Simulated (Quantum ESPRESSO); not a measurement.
Crystal: NiO.

```
CELL_PARAMETERS angstrom
0.00000 2.08590 2.08590
2.08590 0.00000 2.08590
2.08590 2.08590 0.00000
ATOMIC_POSITIONS crystal
Ni 0.00000 0.00000 0.00000
O 0.50000 0.50000 0.50000
```

Base run:

```yaml
Program: Quantum ESPRESSO 7.5
Functional: vdW-DF2
Potentials_or_basis: PseudoDojo 0.4.1 SR PBE standard
Cutoff: 1333 eV
Density_cutoff: 5333 eV
k_mesh: 11 × 11 × 11
Occupations: fermi-dirac, width 0.05 eV
Spin: collinear spin, ferromagnetic start
Starting_moments: "[1.0, 0.0] μB"
```

Its results: band gap on the k mesh none (metal or under the smearing width); pressure 12.7 GPa; net moment 0.00 μB per cell.

Q: The run is repeated on the same cell with these changes: functional from vdW-DF2 to vdW-DF. What comes out?

A: Band gap on the k mesh none (metal or under the smearing width); pressure 5.9 GPa; net moment 0.00 μB per cell.

Caveats: the potentials were made for another functional, which shifts forces and pressure; semilocal functionals often make such compounds metallic where correlation or magnetic order opens a gap, which also shifts bond lengths.

Not every run made on this cell is shown here.
